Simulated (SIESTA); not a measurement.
# HfO2 under changes of volume

One of the cells (11.301 Å³/atom); the others are scaled copies at fixed shape and fractional positions:

```
Hf O
1.0
     5.08365    0.00000    0.00000
     0.00000    5.15090    0.00000
    -0.85290    0.00000    5.17887
Hf O
4 8
Direct
  0.27550 0.46030 0.70800
  0.72450 0.96030 0.79200
  0.72450 0.53970 0.29200
  0.27550 0.03970 0.20800
  0.07420 0.16840 0.84670
  0.92580 0.66840 0.65330
  0.92580 0.83160 0.15330
  0.07420 0.33160 0.34670
  0.44870 0.74190 0.98010
  0.55130 0.24190 0.51990
  0.55130 0.25810 0.01990
  0.44870 0.75810 0.48010
```

* Program: SIESTA 5.4.2
* Functional: PBE-libxc
* Potentials or basis: PseudoDojo 0.4 standard (PBE files)
* Basis: DZP (energy shift 0.002 Ry)
* Grid cutoff: 800 Ry
* Energy shift: 0.002 Ry
* k mesh: 4 × 4 × 4
* Occupations: fermi-dirac, width 0.05 eV
* Spin: no spin polarisation

```csv
volume (Å³/atom),energy over the lowest point (meV/atom),pressure (GPa),gap on the mesh (eV),largest force (eV/Å)
10.840,79.98,26.7,4.13,0.814
11.070,46.68,19.7,4.06,0.675
11.301,22.86,13.5,3.99,0.594
11.532,?,?,?,?
11.762,0.00,2.8,3.85,0.461
```

Problem. What does the run at 11.532 Å³/atom give?

Solution. Energy over the lowest point 7.59 meV/atom; pressure 7.9 GPa; gap on the mesh 3.92 eV; largest force 0.523 eV/Å.

Worked out: A Birch-Murnaghan fit of order 2 (a polynomial in V^(-2/3)) to the other rows has its minimum at 11.89 Å³/atom, just outside them, with B0 = V·E''(V) = 239 GPa at fixed shape and positions, which overstates the stiffness. It gives 7.51 meV/atom at 11.532 Å³/atom, against the run's 7.59, and -dE/dV = 7.8 GPa, against 7.9. A straight line through the other rows of the gap, of slope -3.43 eV per unit of ln V, gives 3.92 eV, against the run's 3.92.

Energies are extrapolated to zero smearing.

Caveats: semicore shells carry a single zeta, which can move pressures by several GPa and volumes by a few percent; spin-orbit coupling is left out, which moves the levels of the heavy elements; the basis of atomic orbitals isn't converged, which shifts pressures, moduli and gaps.

A mesh can miss the band edges.
